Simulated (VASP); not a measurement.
# Settings for Mg: self-consistent run

Mg, P-3m1 (no. 164), 2 atoms in the cell. PBE with TS; PAW potentials Mg (PBE set). VASP 6.6.1. The cell is changed on purpose: last atom moved by 0.05 Å along z, cell strained by -1.0% along z.

Wanted: energy within 2 meV/atom; forces within 0.01 eV/Å.

What the run is for: forces; Accuracy asked: standard.

POSCAR:
```
Mg
1.0
    3.2093000000      0.0000000000      0.0000000000
   -1.6046500000      2.7793353284      0.0000000000
    0.0000000000      0.0000000000      5.1581970000
Mg
2
Direct
    0.6666666700      0.3333333300      0.7500000000
    0.3333333300      0.6666666700      0.2595963800
```

The series start from Plane-wave cutoff (eV): 260; Smearing width (eV): 0.1; k-point mesh: 13 × 13 × 7; Precision mode (PREC): Accurate; Electronic threshold (eV): 1e-6; Electronic algorithm: ALGO=Normal. Each series keeps the choices made before it, and each single choice may use up half of a tolerance.

## Plane-wave cutoff (eV)

| Plane-wave cutoff (eV) | Energy less reference (meV/atom) | Forces, largest deviation (eV/Å) | SCF iterations | Time (s) |
|---|---|---|---|---|
| 160 | 3.9 | 0.001 | 11 | 3.7 |
| 200 | 2.1 | 0.001 | 11 | 4.1 |
| 230 | 1.3 | 0.001 | 11 | 4.5 |
| 260 | 0.8 | 0.000 | 9 | 4.9 |
| 300 | 0.5 | 0.000 | 9 | 5.1 |
| 350 | 0.1 | 0.000 | 9 | 5.5 |
| 420 | 0.1 | 0.000 | 9 | 8.2 |
| 520 | 0.0 | 0.000 | 9 | 9.0 |
| 600 (reference) | 0.0 | 0.000 | 9 | 12 |

Chosen: 260, the loosest value from which every tighter one stays within half of the tolerance.

## Smearing width (eV)

| Smearing width (eV) | Energy less reference (meV/atom) | Forces, largest deviation (eV/Å) | SCF iterations | Time (s) |
|---|---|---|---|---|
| 0.4 | -1.9 | 0.006 | 9 | 4.9 |
| 0.3 | -1.2 | 0.004 | 9 | 4.9 |
| 0.2 | -0.6 | 0.003 | 9 | 4.9 |
| 0.15 | -0.3 | 0.003 | 9 | 4.8 |
| 0.1 | -0.1 | 0.002 | 9 | 4.9 |
| 0.05 (reference) | 0.0 | 0.000 | 9 | 4.8 |

Chosen: 0.2.

## k-point mesh

| k-point mesh | Energy less reference (meV/atom) | Forces, largest deviation (eV/Å) | SCF iterations | Time (s) |
|---|---|---|---|---|
| 4 × 4 × 3 | -43.7 | 0.010 | 11 | 2.3 |
| 6 × 6 × 3 | 49.1 | 0.007 | 11 | 2.5 |
| 7 × 7 × 4 | -7.1 | 0.039 | 11 | 2.8 |
| 9 × 9 × 5 | 3.2 | 0.001 | 9 | 3.1 |
| 11 × 11 × 6 | -9.9 | 0.000 | 9 | 3.9 |
| 13 × 13 × 7 | 4.2 | 0.004 | 9 | 4.9 |
| 16 × 16 × 9 | 2.0 | 0.003 | 9 | 7.5 |
| 19 × 19 × 10 | 1.1 | 0.001 | 9 | 10 |
| 22 × 22 × 12 (reference) | 0.0 | 0.000 | 9 | 15 |

Chosen: 22 × 22 × 12; the next looser run is off by more than half of the tolerance, so convergence isn't shown beyond this value.

## Precision mode (PREC)

| Precision mode (PREC) | Energy less reference (meV/atom) | Forces, largest deviation (eV/Å) | SCF iterations | Time (s) |
|---|---|---|---|---|
| Low | 1.4 | 0.002 | 9 | 8.9 |
| SingleN | -4.1 | 0.001 | 9 | 8.9 |
| Normal | 0.2 | 0.000 | 9 | 9.0 |
| Accurate (reference) | 0.0 | 0.000 | 9 | 15 |

Chosen: Normal.

## Electronic threshold (eV)

| Electronic threshold (eV) | Energy less reference (meV/atom) | Forces, largest deviation (eV/Å) | SCF iterations | Time (s) |
|---|---|---|---|---|
| 0.001 | 0.0 | 0.000 | 8 | 7.6 |
| 0.0001 | 0.0 | 0.000 | 8 | 8.1 |
| 1e-5 | 0.0 | 0.000 | 9 | 8.8 |
| 1e-6 | 0.0 | 0.000 | 9 | 9.0 |
| 1e-7 | 0.0 | 0.000 | 11 | 10 |
| 1e-8 (reference) | 0.0 | 0.000 | 13 | 12 |

Chosen: 0.001.

## Electronic algorithm

| Electronic algorithm | Energy less reference (meV/atom) | Forces, largest deviation (eV/Å) | SCF iterations | Time (s) |
|---|---|---|---|---|
| ALGO=Normal | 0.0 | 0.000 | 8 | 7.6 |
| ALGO=Fast | 0.0 | 0.000 | 8 | 7.7 |
| ALGO=VeryFast | 0.0 | 0.000 | 15 | 10 |
| ALGO=All ISEARCH=1 | 0.0 | 0.001 | 8 | 8.0 |
| ALGO=All ISEARCH=0 | 0.0 | 0.001 | 8 | 8.0 |
| ALGO=Damped TIME=0.4 | 0.1 | 0.009 | 9 | 9.1 |
| ALGO=Damped TIME=0.1 | 0.6 | 0.016 | 9 | 9.1 |
| ALGO=Old Fast | 0.0 | 0.000 | 8 | 7.6 |

Chosen: ALGO=Normal; no other choice that stays within half of the tolerance saves 30 % of the time.

## All choices together

| Input | Energy less reference (meV/atom) | Forces, largest deviation (eV/Å) | Time (s) |
|---|---|---|---|
| the program's defaults (naive) | -29.6 | 0.018 | 1.3 |
| chosen settings | 0.8 | 0.004 | 7.6 |
| reference settings throughout | 0.0 | 0.000 | 68 |

The chosen settings stay within the tolerance of the reference run, but the reference itself isn't shown to be converged in: k-point mesh.

Values of the reference run: Forces: 0, 0, 0.1432, 0, 0, -0.1432 eV/Å.

## The input

INCAR:
```
  ALGO = Normal
  EDIFF = 0.001
  ENCUT = 260
  GGA = PE
  GGA_COMPAT = F
  ISIF = 2
  ISMEAR = 2
  IVDW = 2
  LASPH = T
  LCHARG = F
  LREAL = F
  LWAVE = F
  NELM = 120
  PREC = Normal
  SIGMA = 0.2
```

KPOINTS:
```
Automatic mesh
0
Gamma
  22 22 12
  0 0 0
```

Commands:
```
cat potpaw_PBE.64/Mg/POTCAR > POTCAR
mpirun -np 1 vasp_std > vasp.out
```

The chosen input took VASP 6.6.1 7.6 s on 1 core (AMD EPYC 9R45 (Zen 5)), a shared host.

## An input that fails: smearing far too wide

It runs to its end, but against the unchanged starting input it is off by 3.2 meV/atom in the energy, 0.003 eV/Å in the forces.

Changes against the starting input:
```
- ISMEAR = 2
- SIGMA = 0.1
- NELM = 120
+ ISMEAR = 0
+ SIGMA = 1.0
+ NELM = 70
```
